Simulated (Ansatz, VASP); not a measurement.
## CaO in VASP and in Ansatz

POSCAR

```
CaO
1.0
    0.0000000000      2.4444658989      2.4444658989
    2.4444658989      0.0000000000      2.4444658989
    2.4444658989      2.4444658989      0.0000000000
Ca O
1 1
Direct
    0.0000000000      0.0000000000      0.0000000000
    0.5000000000      0.5000000000      0.5000000000
```

The input INCAR.step1:

```
PREC = Accurate
ENCUT = 520
ISMEAR = 0
SIGMA = 0.02
LREAL = False
LASPH = True
NELM = 100
NBANDS = 15
GGA = PE
ALGO = Normal
EDIFF = 1E-4
LWAVE = True
LCHARG = False
```

INCAR.step2

```
PREC = Accurate
ENCUT = 520
EDIFF = 1E-6
ISMEAR = 0
SIGMA = 0.02
LREAL = False
LASPH = True
NELM = 100
ALGO = Normal
ISIF = 2
LWAVE = False
LCHARG = True
METAGGA = R2SCAN
LMIXTAU = True
LELF = True
LVHAR = True
NBANDS = 15
ISTART = 1
```

Contents of KPOINTS:

```
regular mesh
0
Gamma
  8 8 8
```

Input for Ansatz:

```yaml
crystal:
  lattice:
    - [0.0, 2.4444658965, 2.4444658965]
    - [2.4444658965, 0.0, 2.4444658965]
    - [2.4444658965, 2.4444658965, 0.0]
  atoms:
    - { symbol: Ca, position: [0.0, 0.0, 0.0] }
    - { symbol: O, position: [0.5, 0.5, 0.5] }
basis:
  ecutwfc: 500
kpoints:
  mp_grid: { grid: [8, 8, 8] }
hamiltonian:
  xc: r2scan
scf:
  occupations: { method: gaussian, width: 0.02 }
output:
  forces: true
  stress: true
  eigenvalues: true
```

Alike in both runs: task single point; functional r2SCAN; k mesh 8 × 8 × 8; occupations gaussian, width 0.02 eV; no spin polarisation.

|  | VASP | Ansatz |
| --- | --- | --- |
| version | VASP 6.6.1 | Ansatz 0.2.0 |
| potentials or method | VASP PAW PBE potentials, release 64 (Ca_sv, O) | scalar-relativistic, plane waves, PAW |
| plane-wave cutoff (eV) | 520 | 500 |
| valence electrons in the cell | 16 | 16 |

Ansatz gave:

| Property | Result |
| --- | --- |
| gap on the k mesh at the Fermi level (eV) | 4.20 |
| least direct gap on the mesh (eV) | 4.59 |
| pressure (GPa) | -6.0 |

Task: What did VASP give for the same quantities?

Result: gap on the k mesh at the Fermi level (eV): 4.20; least direct gap on the mesh (eV): 4.58; pressure (GPa): -5.2.

Caveats: the PAW data sets were made with another functional, which shifts forces and pressure a little (VASP). A k mesh can miss the band edges. r2SCAN opens gaps a little over a GGA but as a rule still falls short of measured ones.
